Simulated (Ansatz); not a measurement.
Structure: Sb2S3 (Pnma) from a database of computed structures, at its r2SCAN+rVV10 minimum. The symmetry is Pnma (No. 62, orthorhombic); a = 11.474 Å, b = 3.842 Å, c = 11.206 Å in the conventional setting, 24.70 Å³ an atom. Sb is surrounded by 5 S at 2.47–2.84 Å; Sb is surrounded by 3 S at 2.53–2.54 Å; S is surrounded by 2 Sb at 2.54 Å; S is surrounded by 3 Sb at 2.47–2.84 Å; S is surrounded by 3 Sb at 2.53–2.68 Å.

```xyz
20
Lattice="11.4743 0.0000 0.0000 0.0000 3.8417 0.0000 0.0000 0.0000 11.2061" Properties=species:S:1:pos:R:3 pbc="T T T"
Sb    9.7812    2.8812    5.2123
Sb    1.6930    0.9604    5.9938
Sb    7.4301    0.9604   10.8154
Sb    4.0441    2.8812    0.3907
Sb   11.1435    0.9604    1.9432
Sb    0.3307    2.8812    9.2629
Sb    6.0679    2.8812    7.5462
Sb    5.4064    0.9604    3.6599
S    10.0514    2.8812    0.6827
S     1.4229    0.9604   10.5234
S     7.1600    0.9604    6.2857
S     4.3142    2.8812    4.9204
S     0.5688    2.8812    4.2297
S    10.9055    0.9604    6.9764
S     5.1684    0.9604    9.8327
S     6.3059    2.8812    1.3734
S     3.3881    0.9604    2.1394
S     8.0862    2.8812    9.0667
S     2.3490    2.8812    7.7424
S     9.1252    0.9604    3.4637
```

4 runs of the PAW code Ansatz on this cell differ in the functional (and in the settings that go with it). Levels are in eV from each run's valence top; v1 is the last filled band, c1 the first empty one.

Run A, mean stress -0.2 GPa (compression positive):

| point | v4 | v3 | v2 | v1 | c1 | c2 |
| --- | --- | --- | --- | --- | --- | --- |
| Γ | -0.39 | -0.32 | -0.24 | 0.00 | 2.58 | 2.69 |
| X | -0.26 | -0.26 | -0.13 | -0.13 | 2.69 | 2.69 |
| S | -0.64 | -0.64 | -0.64 | -0.64 | 3.46 | 3.46 |
| Y | -0.89 | -0.89 | -0.37 | -0.37 | 3.41 | 3.41 |
| Z | -0.36 | -0.36 | -0.20 | -0.20 | 2.44 | 2.44 |
| U | -0.47 | -0.47 | -0.46 | -0.46 | 2.49 | 2.49 |

Run B, mean stress -0.1 GPa (compression positive):

| point | v4 | v3 | v2 | v1 | c1 | c2 |
| --- | --- | --- | --- | --- | --- | --- |
| Γ | -0.35 | -0.30 | -0.23 | 0.00 | 1.96 | 2.06 |
| X | -0.25 | -0.25 | -0.12 | -0.12 | 2.07 | 2.07 |
| S | -0.61 | -0.61 | -0.61 | -0.61 | 2.83 | 2.83 |
| Y | -0.85 | -0.85 | -0.35 | -0.35 | 2.78 | 2.78 |
| Z | -0.33 | -0.33 | -0.18 | -0.18 | 1.82 | 1.82 |
| U | -0.43 | -0.43 | -0.43 | -0.43 | 1.87 | 1.87 |

Run C, mean stress +2.1 GPa (compression positive):

| point | v4 | v3 | v2 | v1 | c1 | c2 |
| --- | --- | --- | --- | --- | --- | --- |
| Γ | -0.21 | -0.19 | -0.16 | 0.00 | 1.47 | 1.56 |
| X | -0.19 | -0.19 | -0.03 | -0.03 | 1.54 | 1.54 |
| S | -0.43 | -0.43 | -0.43 | -0.43 | 2.27 | 2.27 |
| Y | -0.63 | -0.63 | -0.22 | -0.22 | 2.20 | 2.20 |
| Z | -0.20 | -0.20 | -0.08 | -0.08 | 1.31 | 1.31 |
| U | -0.33 | -0.33 | -0.25 | -0.25 | 1.35 | 1.35 |

Run D, mean stress +0.8 GPa (compression positive):

| point | v4 | v3 | v2 | v1 | c1 | c2 |
| --- | --- | --- | --- | --- | --- | --- |
| Γ | -0.28 | -0.25 | -0.18 | 0.00 | 1.63 | 1.74 |
| X | -0.22 | -0.22 | -0.07 | -0.07 | 1.73 | 1.73 |
| S | -0.50 | -0.50 | -0.50 | -0.50 | 2.48 | 2.48 |
| Y | -0.72 | -0.72 | -0.27 | -0.27 | 2.38 | 2.38 |
| Z | -0.27 | -0.27 | -0.13 | -0.13 | 1.50 | 1.50 |
| U | -0.38 | -0.38 | -0.34 | -0.34 | 1.54 | 1.54 |

Problem. Match the runs to PBE, r2SCAN, HSE06, PBE0.

Solution. A is PBE0, B is HSE06, C is PBE, D is r2SCAN. In order of the gap: PBE 1.31, r2SCAN 1.50, HSE06 1.82, PBE0 2.44 eV.

The values are computed, spin-unpolarised, and not measurements.

Spin-orbit coupling is left out, which matters wherever the heavy atoms make up the band edges.

The program warns that its thresholds are loose for a hybrid's stress.

The meshes of the hybrids are coarse, so their gaps aren't converged to the digits shown.
